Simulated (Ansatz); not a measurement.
# BN: freezing in a mode

Aim: for BN, trace the energy along mode 8.

Program: Ansatz 0.2.0. Level of theory: DFT r2SCAN, scalar-relativistic, plane waves, PAW. These are calculated values, not measurements.

1 further run of the same task is left out (set aside as unsound or not needed). Runs told in other sessions of the task aren't counted.

### Step 1. Starting point

It takes space group P6_3mc (No. 186, hexagonal). Conventional cell: a = 2.544 Å, b = 2.544 Å, c = 4.208 Å, α = 90.00°, β = 90.00°, γ = 120.00°. Around B (site symmetry 3m) lie 4 N at 1.56 to 1.58 Å. Around N (site symmetry 3m) lie 4 B at 1.56 to 1.58 Å.

As a file:

```cif
data_structure
_symmetry_space_group_name_H-M 'P 1'
_symmetry_Int_Tables_number 1
_cell_length_a 2.5440
_cell_length_b 2.5440
_cell_length_c 4.2077
_cell_angle_alpha 90.000
_cell_angle_beta 90.000
_cell_angle_gamma 120.000
_cell_volume 23.58
loop_
_atom_site_label
_atom_site_type_symbol
_atom_site_fract_x
_atom_site_fract_y
_atom_site_fract_z
_atom_site_occupancy
B1 B 0.66667 0.33333 0.99980 1
B2 B 0.33333 0.66667 0.49980 1
N1 N 0.66667 0.33333 0.62520 1
N2 N 0.33333 0.66667 0.12520 1
```

It goes back to an entry of the Materials Project, which need not be the stable form.

It is the result of an earlier relaxation at this level (volume 5.90 Å³/atom; gap on the mesh: 5.75 eV).

### Step 2. The reference cell

The reference gives a free energy of -1087.9362 eV, pressure 0.00 GPa, largest force 0.000 eV/Å and gap on the mesh 5.75 eV. It was computed beforehand with the settings of the runs below.

### Step 3. Next: freezing in a mode

Mode 8 of the phonon run on this cell, counted from the lowest, is frozen in: each atom moves by x times its row below, so x is the largest displacement.

```
atom     ux     uy      uz
  B1  0.000  0.000   0.692
  B2  0.000  0.000  -0.692
  N3  0.000  0.000  -1.000
  N4  0.000  0.000   1.000
```

### Step 4. Point x = -0.300 Å

input.yaml reads:

```yaml
crystal:
  lattice:
    - [2.5439665234, 0.0, 0.0]
    - [-1.2719832617, 2.2031396356, 0.0]
    - [0.0, 0.0, 4.2077449346]
  atoms:
    - { symbol: B, position: [0.6666666667, 0.3333333333, 0.9504688761] }
    - { symbol: B, position: [0.3333333333, 0.6666666667, 0.5491303057] }
    - { symbol: "N", position: [0.6666666667, 0.3333333333, 0.6964975064] }
    - { symbol: "N", position: [0.3333333333, 0.6666666667, 0.0539033118] }
basis:
  ecutwfc: 500
kpoints:
  mp_grid: { grid: [12, 12, 6] }
hamiltonian:
  xc: r2scan
scf:
  occupations: { method: gaussian, width: 0.05 }
output:
  forces: true
  stress: true
  eigenvalues: true
```

The run is started by

```console
> ansatz run input.yaml --threads 2 --pin off --max-ram 5120MiB --backend cpu --events-out ev --progress --plain --runs-dir out
```

### Step 5. At x = 0.225 Å

input.yaml reads:

```yaml
crystal:
  lattice:
    - [2.5439665234, 0.0, 0.0]
    - [-1.2719832617, 2.2031396356, 0.0]
    - [0.0, 0.0, 4.2077449346]
  atoms:
    - { symbol: B, position: [0.6666666667, 0.3333333333, 1.036797627] }
    - { symbol: B, position: [0.3333333333, 0.6666666667, 0.4628015548] }
    - { symbol: "N", position: [0.6666666667, 0.3333333333, 0.5717275861] }
    - { symbol: "N", position: [0.3333333333, 0.6666666667, 0.1786732321] }
basis:
  ecutwfc: 500
kpoints:
  mp_grid: { grid: [12, 12, 6] }
hamiltonian:
  xc: r2scan
scf:
  occupations: { method: gaussian, width: 0.05 }
output:
  forces: true
  stress: true
  eigenvalues: true
```

### Step 6. x = -0.150 Å

input.yaml reads:

```yaml
crystal:
  lattice:
    - [2.5439665234, 0.0, 0.0]
    - [-1.2719832617, 2.2031396356, 0.0]
    - [0.0, 0.0, 4.2077449346]
  atoms:
    - { symbol: B, position: [0.6666666667, 0.3333333333, 0.9751342335] }
    - { symbol: B, position: [0.3333333333, 0.6666666667, 0.5244649483] }
    - { symbol: "N", position: [0.6666666667, 0.3333333333, 0.6608489577] }
    - { symbol: "N", position: [0.3333333333, 0.6666666667, 0.0895518605] }
basis:
  ecutwfc: 500
kpoints:
  mp_grid: { grid: [12, 12, 6] }
hamiltonian:
  xc: r2scan
scf:
  occupations: { method: gaussian, width: 0.05 }
output:
  forces: true
  stress: true
  eigenvalues: true
```

### Step 7. At x = 0.075 Å

input.yaml reads:

```yaml
crystal:
  lattice:
    - [2.5439665234, 0.0, 0.0]
    - [-1.2719832617, 2.2031396356, 0.0]
    - [0.0, 0.0, 4.2077449346]
  atoms:
    - { symbol: B, position: [0.6666666667, 0.3333333333, 1.0121322696] }
    - { symbol: B, position: [0.3333333333, 0.6666666667, 0.4874669122] }
    - { symbol: "N", position: [0.6666666667, 0.3333333333, 0.6073761348] }
    - { symbol: "N", position: [0.3333333333, 0.6666666667, 0.1430246834] }
basis:
  ecutwfc: 500
kpoints:
  mp_grid: { grid: [12, 12, 6] }
hamiltonian:
  xc: r2scan
scf:
  occupations: { method: gaussian, width: 0.05 }
output:
  forces: true
  stress: true
  eigenvalues: true
```

### Step 8. x = 0.263 Å

input.yaml reads:

```yaml
crystal:
  lattice:
    - [2.5439665234, 0.0, 0.0]
    - [-1.2719832617, 2.2031396356, 0.0]
    - [0.0, 0.0, 4.2077449346]
  atoms:
    - { symbol: B, position: [0.6666666667, 0.3333333333, 1.0429639664] }
    - { symbol: B, position: [0.3333333333, 0.6666666667, 0.4566352154] }
    - { symbol: "N", position: [0.6666666667, 0.3333333333, 0.562815449] }
    - { symbol: "N", position: [0.3333333333, 0.6666666667, 0.1875853692] }
basis:
  ecutwfc: 500
kpoints:
  mp_grid: { grid: [12, 12, 6] }
hamiltonian:
  xc: r2scan
scf:
  occupations: { method: gaussian, width: 0.05 }
output:
  forces: true
  stress: true
  eigenvalues: true
  write_density: true
  write_potential: true
  elf: true
  volumetric_format: npy
```

### Step 9. Point x = 0.188 Å

input.yaml reads:

```yaml
crystal:
  lattice:
    - [2.5439665234, 0.0, 0.0]
    - [-1.2719832617, 2.2031396356, 0.0]
    - [0.0, 0.0, 4.2077449346]
  atoms:
    - { symbol: B, position: [0.6666666667, 0.3333333333, 1.0306312877] }
    - { symbol: B, position: [0.3333333333, 0.6666666667, 0.4689678941] }
    - { symbol: "N", position: [0.6666666667, 0.3333333333, 0.5806397233] }
    - { symbol: "N", position: [0.3333333333, 0.6666666667, 0.1697610949] }
basis:
  ecutwfc: 500
kpoints:
  mp_grid: { grid: [12, 12, 6] }
hamiltonian:
  xc: r2scan
scf:
  occupations: { method: gaussian, width: 0.05 }
output:
  forces: true
  stress: true
  eigenvalues: true
```

### Step 10. At x = 0.113 Å

input.yaml reads:

```yaml
crystal:
  lattice:
    - [2.5439665234, 0.0, 0.0]
    - [-1.2719832617, 2.2031396356, 0.0]
    - [0.0, 0.0, 4.2077449346]
  atoms:
    - { symbol: B, position: [0.6666666667, 0.3333333333, 1.018298609] }
    - { symbol: B, position: [0.3333333333, 0.6666666667, 0.4813005728] }
    - { symbol: "N", position: [0.6666666667, 0.3333333333, 0.5984639976] }
    - { symbol: "N", position: [0.3333333333, 0.6666666667, 0.1519368206] }
basis:
  ecutwfc: 500
kpoints:
  mp_grid: { grid: [12, 12, 6] }
hamiltonian:
  xc: r2scan
scf:
  occupations: { method: gaussian, width: 0.05 }
output:
  forces: true
  stress: true
  eigenvalues: true
```

### Step 11. At x = 0.037 Å

input.yaml reads:

```yaml
crystal:
  lattice:
    - [2.5439665234, 0.0, 0.0]
    - [-1.2719832617, 2.2031396356, 0.0]
    - [0.0, 0.0, 4.2077449346]
  atoms:
    - { symbol: B, position: [0.6666666667, 0.3333333333, 1.0059659303] }
    - { symbol: B, position: [0.3333333333, 0.6666666667, 0.4936332515] }
    - { symbol: "N", position: [0.6666666667, 0.3333333333, 0.6162882719] }
    - { symbol: "N", position: [0.3333333333, 0.6666666667, 0.1341125463] }
basis:
  ecutwfc: 500
kpoints:
  mp_grid: { grid: [12, 12, 6] }
hamiltonian:
  xc: r2scan
scf:
  occupations: { method: gaussian, width: 0.05 }
output:
  forces: true
  stress: true
  eigenvalues: true
```

(Steps that only read results are left out.)

What does the calculation give? Wanted: harmonic wavenumber of the mode.

**Answer**, as computed:

```
                                          quantity     value
                   harmonic wavenumber of the mode  974 cm⁻¹
the same from the force at an amplitude of 0.037 Å  980 cm⁻¹
```

What this shows: The force at the smallest amplitude gives 980 cm⁻¹ against 974 cm⁻¹ from the phonon run, so the curve is close to a parabola there. The undisturbed cell stays the lowest of the sampled points. The gap on the mesh stays between 3.35 and 5.75 eV. Where forces pass 15 eV/Å atoms stand far too close, the PAW spheres overlap strongly and those numbers are rough.
